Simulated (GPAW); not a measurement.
Crystal: Zn.

```
Zn
1.0
     0.00000    1.96478    1.96478
     1.96478    0.00000    1.96478
     1.96478    1.96478    0.00000
Zn
1
Direct
  0.00000 0.00000 0.00000
```

This isn't the form of Zn at room conditions, which is hcp.

- Program: GPAW 26.7.0
- Task: relaxation of cell and atoms
- Functional: RPBE
- Potentials or basis: the program's PAW data sets (release 1.2.1) made for this functional
- Cutoff: 600 eV
- Basis: pw
- k mesh: 10 × 10 × 10
- Occupations: fermi-dirac, width 0.05 eV
- Spin: no spin polarisation

At the start: pressure 2.6 GPa; volume 15.17 Å³/atom.

How do energy, volume and symmetry change on relaxing?

Over 3 steps the energy falls by 4.6 meV/atom and the volume is 15.75 Å³/atom (+3.8 %); space group Fm-3m (No. 225, to 0.05 Å).

The path:
```csv
step,energy change (eV),largest force (eV/Å),pressure (GPa),volume (Å³)
1,0.0000,0.0000,2.60,15.17
2,-0.0022,0.0000,1.85,15.33
3,-0.0046,0.0000,0.13,15.75
```

Final structure:
```yaml
crystal:
  lattice:
    - [0.00000, 1.98942, 1.98942]
    - [1.98942, 0.00000, 1.98942]
    - [1.98942, 1.98942, 0.00000]
  atoms:
    - { symbol: Zn, position: [0.00000, 0.00000, 0.00000] }
```

Caveat: later steps reuse the first step's grids.
